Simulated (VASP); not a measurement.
# H in VASP: a series of runs

Runs on H. Level: PBE+D3(BJ). Tasks: single point, molecular dynamics.

Everything below comes from runs of VASP 6.6.1. Logs are shortened: lines on timing, memory, paths and dates and some standing lists are left out, and cuts for length are marked.

## Step 1: Starting point

The cell holds a amorphous, 12 atoms: a = 5.451 Å, b = 5.451 Å, c = 5.451 Å, α = 90.00°, β = 90.00°, γ = 90.00°.

The cell was built by a generator and needn't be a form met in nature.

## Step 2: Single point, PBE+D3(BJ)

File INCAR:

```
PREC = Accurate
ENCUT = 520
EDIFF = 1E-6
ISMEAR = -1
SIGMA = 0.05
LREAL = False
LASPH = True
NELM = 60
ALGO = Normal
ISIF = 2
LWAVE = False
LCHARG = False
GGA = PE
IVDW = 12
NBANDS = 18
```

File KPOINTS:

```
regular mesh
0
Gamma
  1 1 1
```

File POSCAR:

```
H
1.0
    5.4513620000      0.0000000000      0.0000000000
    0.0000000000      5.4513620000      0.0000000000
    0.0000000000      0.0000000000      5.4513620000
H
12
Direct
    0.8492189658     -0.1463120593      0.8556210356
    0.7732746422     -0.1389377554      0.7565081901
    0.5258318930      0.3874077708      0.8591797793
    0.6424999844      0.4244260425      0.8774137546
    0.6980824242      0.9944854148      0.1814042069
    0.6196799992      0.9795533667      0.2883683014
   -0.0669374002      0.4838974187      0.4240408177
    0.0025314775      0.6227067658      0.4147770777
    0.2259802229      0.1108713749      0.5362513075
    0.2117269042      0.1803219085      0.4256734372
    0.3502060586      0.7010908467      0.9990530807
    0.2425999227      0.7747971975      0.9523675001
```

Potentials or basis: VASP PAW PBE potentials, release 64 (H).

Launch:

```
> cat potpaw_PBE.64/H/POTCAR > POTCAR
> mpirun -np 1 vasp_gam > vasp.out
```

OUTCAR:

```text
PREC = Accurate
   ENCUT = 520
   EDIFF = 1E-6
   ISMEAR = -1
   LREAL = False
   LASPH = True
   NELM = 60
   ISIF = 2
   GGA = PE
   IVDW = 12
 IVDW          = 12

 ion  position               nearest neighbor table
   1  0.849  0.854  0.856-   2 0.68
   2  0.773  0.861  0.757-   1 0.68
   3  0.526  0.387  0.859-   4 0.67
   4  0.642  0.424  0.877-   3 0.67
   5  0.698  0.994  0.181-   6 0.73
   6  0.620  0.980  0.288-   5 0.73
   7  0.933  0.484  0.424-   8 0.85
   8  0.003  0.623  0.415-   7 0.85
   9  0.226  0.111  0.536-  10 0.72
  10  0.212  0.180  0.426-   9 0.72
  11  0.350  0.701  0.999-  12 0.76
  12  0.243  0.775  0.952-  11 0.76

  LATTYP: Found a simple cubic cell.
 ALAT       =     5.4513620000

  Lattice vectors:

 A1 = (   5.4513620000,   0.0000000000,   0.0000000000)
 A2 = (   0.0000000000,   5.4513620000,   0.0000000000)
 A3 = (   0.0000000000,   0.0000000000,   5.4513620000)

Analysis of symmetry for initial positions (statically):
=====================================================================
 Subroutine PRICEL returns:
 Original cell was already a primitive cell.

 Routine SETGRP: Setting up the symmetry group for a
 simple cubic supercell.

 Subroutine GETGRP returns: Found  1 space group operations
 (whereof  1 operations were pure point group operations)
 out of a pool of 48 trial point group operations.

The static configuration has the point symmetry C_1 .

Analysis of symmetry for dynamics (positions and initial velocities):
=====================================================================
 Subroutine PRICEL returns:
 Original cell was already a primitive cell.

 Routine SETGRP: Setting up the symmetry group for a
 simple cubic supercell.

 Subroutine GETGRP returns: Found  1 space group operations
 (whereof  1 operations were pure point group operations)
 out of a pool of 48 trial point group operations.

The dynamic configuration has the point symmetry C_1 .

 Subroutine INISYM returns: Found  1 space group operations
 (whereof  1 operations are pure point group operations),
 and found     1 'primitive' translations

----------------------------------------------------------------------------------------

                                     Primitive cell

  volume of cell :     162.0000
[... 94 lines left out ...]
   TEBEG  =    0.0;   TEEND  =   0.0 temperature during run
   PSTRESS=    0.0 pullay stress
   NELECT =      12.0000    total number of electrons
   NUPDOWN=      -1.0000    fix difference up-down
   EMIN   =  10.00;   EMAX   =-10.00  energy-range for DOS
   EFERMI =   0.00;   METHOD = LEGACY
   ISMEAR =    -1;   SIGMA  =   0.05  broadening in eV -4-tet -1-fermi 0-gaus
   EFERMI_NEDOS =   21; number of points for ismear=-14 and -15
   IALGO  =     38    algorithm
   IMIX   =      4    mixing-type and parameters
     AMIX     =   0.40;   BMIX     =  1.00
     AMIX_MAG =   1.60;   BMIX_MAG =  1.00
  volume/ion in A,a.u.               =      13.50        91.10
  Fermi-wavevector in a.u.,A,eV,Ry     =   0.687538  1.299259  6.431595  0.472709
  Thomas-Fermi vector in A             =   1.768082
   LORBIT       =      0    0 simple, 1 ext, 2 COOP (PROOUT), +10 PAW based schemes
   GGA     = PE    functional components
   LHFCALC =     F    Hartree Fock is set to
   AEXX    =    0.0000 exact exchange contribution
   IVDW    =    12    specifies the selected vdW correction
   LEPSILON=     F    determine dielectric tensor
   LRPA    =     F    only Hartree local field effects (RPA)
 non-spin polarized calculation
  energy-cutoff  :      520.00
  volume of cell :      162.00
 maximum number of plane-waves:      2193
 NGX is ok and might be reduce to    42
   NGX = 21   NGY = 21   NGZ = 21

 number of electron      12.0000000 magnetization

 Free energy of the ion-electron system (eV)
  ---------------------------------------------------
  ext. energy  EPLUGINS =         0.00000000
  ---------------------------------------------------
  free energy    TOTEN  =       -39.97602834 eV

  energy without entropy =      -39.97602834  energy(sigma->0) =      -39.97602834

 E-fermi :  -7.1462     XC(G=0):  -4.8816

 val. band max:       -8.3411941411   @ k =   0.0000   0.0000   0.0000
 cond. band min:       0.9705463044   @ k =   0.0000   0.0000   0.0000
 fundamental gap:      9.3117404455
 Fermi energy:        -7.1462203848

 k-point     1 :       0.0000    0.0000    0.0000
  band No.  band energies     occupation
      1     -10.7509      2.00000
      2      -9.4679      2.00000
      3      -9.2998      2.00000
      4      -8.7543      2.00000
      5      -8.6428      2.00000
      6      -8.3412      2.00000
[... 10 lines left out ...]
     17       5.9690      0.00000
     18       6.0934      0.00000

------------------------ aborting loop because EDIFF is reached ----------------------------------------

 Edisp (eV)   -0.20766

 E8    (eV) :    -0.0367

  FORCE on cell =-STRESS in cart. coord.  units (eV):
  Direction    XX          YY          ZZ          XY          YZ          ZX
  --------------------------------------------------------------------------------------
  -------------------------------------------------------------------------------------
  Total       3.24475    -0.21124     2.70079    -0.40304    -0.13189     0.93143
  in kB      32.09052    -2.08913    26.71076    -3.98607    -1.30444     9.21181
  external pressure =       18.90 kB  Pullay stress =        0.00 kB

 VOLUME and BASIS-vectors are now :
 -----------------------------------------------------------------------------
  energy-cutoff  :      520.00
  volume of cell :      162.00
      direct lattice vectors                 reciprocal lattice vectors
     5.451362000  0.000000000  0.000000000     0.183440395  0.000000000  0.000000000
     0.000000000  5.451362000  0.000000000     0.000000000  0.183440395  0.000000000
     0.000000000  0.000000000  5.451362000     0.000000000  0.000000000  0.183440395

 POSITION                                       TOTAL-FORCE (eV/Angst)
 -----------------------------------------------------------------------------------
      4.62940      4.65376      4.66430         1.715930     -0.153203      2.051286
      4.21540      4.69396      4.12400        -1.555331      0.173306     -2.187920
      2.86650      2.11190      4.68370        -3.055239     -1.035665     -0.507274
      3.50250      2.31370      4.78310         3.103532      0.905140      0.457668
      3.80550      5.42130      0.98890         0.336050      0.131289     -0.477697
      3.37810      5.33990      1.57200        -0.438349     -0.035722      0.521318
      5.08646      2.63790      2.31160         0.970872      2.104398     -0.150560
      0.01380      3.39460      2.26110        -1.067792     -2.081754      0.101017
      1.23190      0.60440      2.92330         0.170642     -0.654177      1.076106
      1.15420      0.98300      2.32050        -0.060628      0.610276     -0.983722
      1.90910      3.82190      5.44620        -0.327125      0.186341     -0.044005
      1.32250      4.22370      5.19170         0.207439     -0.150228      0.143781
 -----------------------------------------------------------------------------------
    total drift:                               -0.000165     -0.000168      0.000002

  FREE ENERGIE OF THE ION-ELECTRON SYSTEM (eV)
  ---------------------------------------------------
  free  energy   TOTEN  =       -40.1836892676 eV

  energy  without entropy=      -40.1836892675  energy(sigma->0) =      -40.18368927
```

OSZICAR:

```text
N       E                     dE             d eps       ncg     rms          rms(c)
DAV:   1     0.269210434459E+02    0.26921E+02   -0.43217E+03    36   0.467E+02
DAV:   2    -0.382694726969E+02   -0.65191E+02   -0.62772E+02    46   0.106E+02
DAV:   3    -0.437491430610E+02   -0.54797E+01   -0.54706E+01    38   0.336E+01
DAV:   4    -0.437810689448E+02   -0.31926E-01   -0.31923E-01    48   0.318E+00
DAV:   5    -0.437812446581E+02   -0.17571E-03   -0.17571E-03    38   0.242E-01    0.114E+01
DAV:   6    -0.412288539816E+02    0.25524E+01   -0.82476E-01    38   0.375E+00    0.625E+00
DAV:   7    -0.399455679206E+02    0.12833E+01   -0.21010E+00    48   0.613E+00    0.746E-01
DAV:   8    -0.399847307780E+02   -0.39163E-01   -0.44586E-02    38   0.106E+00    0.507E-01
DAV:   9    -0.399758736786E+02    0.88571E-02   -0.11741E-02    56   0.494E-01    0.802E-02
DAV:  10    -0.399760543517E+02   -0.18067E-03   -0.55925E-04    40   0.121E-01    0.343E-02
DAV:  11    -0.399760266368E+02    0.27715E-04   -0.16272E-04    36   0.722E-02    0.943E-03
DAV:  12    -0.399760298185E+02   -0.31818E-05   -0.11250E-05    56   0.204E-02    0.597E-03
DAV:  13    -0.399760283345E+02    0.14841E-05   -0.29652E-06    36   0.127E-02    0.220E-03
DAV:  14    -0.399760283398E+02   -0.53647E-08   -0.60486E-07    56   0.402E-03
   1 F= -.40183689E+02 E0= -.40183689E+02  d E =-.104285E-09
```

stdout:

```text
POSCAR found type information on POSCAR H
 POSCAR found :  1 types and      12 ions
 scaLAPACK will be used
 LDA part: xc-table for (Slater+PW92), standard interpolation
 POSCAR, INCAR and KPOINTS ok, starting setup
 FFT: planning ... GRIDC
 FFT: planning ... GRID_SOFT
 FFT: planning ... GRID
 WAVECAR not read
 entering main loop
```

Run time: 5.6 s. Hardware: 1 thread of Intel Xeon 6975P-C (Granite Rapids), shared host; peak memory 0.24 GiB.

What came out:

* Free energy: -40.1837 eV
* Pressure: 1.9 GPa
* Largest force: 3.266 eV/Å
* Band gap on the k mesh: 9.31 eV, direct
* Dispersion energy per atom: -0.017 eV

Forces on the atoms (eV/Å):
```
H    1.716 -0.153  2.051
H   -1.555  0.173 -2.188
H   -3.055 -1.036 -0.507
H    3.104  0.905  0.458
H    0.336  0.131 -0.478
H   -0.438 -0.036  0.521
H    0.971  2.104 -0.151
H   -1.068 -2.082  0.101
H    0.171 -0.654  1.076
H   -0.061  0.610 -0.984
H   -0.327  0.186 -0.044
H    0.207 -0.150  0.144
```

Stress tensor (GPa, compression positive):
```
 3.21 -0.40  0.92
-0.40 -0.21 -0.13
 0.92 -0.13  2.67
```

Expect the measured gap to be larger: semilocal functionals such as PBE lack the derivative discontinuity.

## Step 3: Molecular dynamics, PBE+D3(BJ)

File INCAR:

```
  PREC = Accurate
  ENCUT = 520
  EDIFF = 1E-5
  ISMEAR = -1
  SIGMA = 0.05
  LREAL = F
  LASPH = T
  NELM = 60
  ALGO = Normal
  ISIF = 2
  LWAVE = F
  LCHARG = F
  GGA = PE
  IVDW = 12
  IBRION = 0
  NSW = 40
  POTIM = 0.5
  TEBEG = 1000.0
  TEEND = 1000.0
  ISYM = 0
  NELMIN = 4
  RANDOM_SEED = 535372 0 0
  MDALGO = 3
  LANGEVIN_GAMMA = 20
```

File KPOINTS:

```
Automatic mesh
0
Gamma
  1 1 1
```

File POSCAR:

```
H
1.0
    5.4513620000      0.0000000000      0.0000000000
    0.0000000000      5.4513620000      0.0000000000
    0.0000000000      0.0000000000      5.4513620000
H
12
Direct
    1.0382054100     -0.0195139700      1.0154506500
    1.0399514800     -0.0309323600      0.8787099900
    0.8051418100      0.3432770300      0.7691650500
    0.7339945800      0.3920215000      0.6608511100
    0.7237428400      0.7778336300      0.3832165500
    0.7947034300      0.7521455800      0.2685676600
    0.1985120500      0.4650194400      0.3009661900
    0.1284519800      0.3888117700      0.3914207900
    0.5541345200      0.1177477300      0.1300743000
    0.4670288400      0.2045215700      0.0679783900
    0.4038090400      0.8102385900      0.7360105000
    0.3820628200      0.7103576000      0.6443565200
```

Potentials or basis: VASP PAW PBE potentials, release 64 (H).

Launch:

```
> cat potpaw_PBE.64/H/POTCAR > POTCAR
> mpirun -np 1 vasp_gam > vasp.out
```

It took 93 s on 1 thread of Intel Xeon 6975P-C (Granite Rapids), shared host; peak memory 0.26 GiB.

Results (log left out):

* Dispersion energy per atom: -0.018 eV

The path:
```tsv
step	potential energy change (eV)	largest force (eV/Å)	pressure (GPa)	volume (Å³)	temperature (K)
1	0.0000	0.2175	0.35	162.00	1088
2	0.0672	1.6167	0.12	162.00	1033
3	0.2156	2.4712	-0.03	162.00	933
4	0.3776	3.1624	-0.19	162.00	839
5	0.5021	3.5204	-0.27	162.00	760
6	0.5455	3.6147	-0.45	162.00	747
7	0.4466	3.3555	-0.70	162.00	838
8	0.3206	2.8643	-0.89	162.00	935
9	0.1997	2.1445	-0.88	162.00	1046
10	0.1226	1.4980	-0.72	162.00	1091
11	0.1296	1.6896	-0.29	162.00	1039
12	0.2422	2.5915	0.26	162.00	992
13	0.3892	4.3949	0.84	162.00	963
14	0.4373	4.9312	1.14	162.00	945
15	0.3375	3.9110	1.19	162.00	1046
16	0.1686	1.8434	0.96	162.00	1192
17	0.1043	0.5169	0.63	162.00	1190
18	0.1665	1.4682	0.49	162.00	1134
19	0.3099	2.2734	0.44	162.00	1045
20	0.4320	2.8574	0.37	162.00	952
21	0.5098	3.2717	0.16	162.00	897
22	0.5182	3.3701	-0.15	162.00	923
23	0.4720	3.1527	-0.41	162.00	1014
24	0.4168	2.6628	-0.58	162.00	1145
25	0.3841	2.0632	-0.62	162.00	1203
26	0.3627	2.3675	-0.38	162.00	1177
27	0.3980	2.5354	0.09	162.00	1129
28	0.4870	2.5341	0.55	162.00	1043
29	0.5478	3.4722	0.86	162.00	1017
30	0.4782	3.3689	0.89	162.00	1098
31	0.3311	2.0584	0.76	162.00	1177
32	0.2324	0.8483	0.76	162.00	1222
33	0.2421	1.1383	0.83	162.00	1189
34	0.3589	2.0547	1.09	162.00	1057
35	0.4935	2.6307	1.32	162.00	927
36	0.5629	2.9390	1.32	162.00	890
37	0.5680	3.0979	1.12	162.00	867
38	0.5092	3.0514	0.70	162.00	914
39	0.4634	2.8947	0.25	162.00	987
40	0.4455	2.5861	-0.11	162.00	969
```
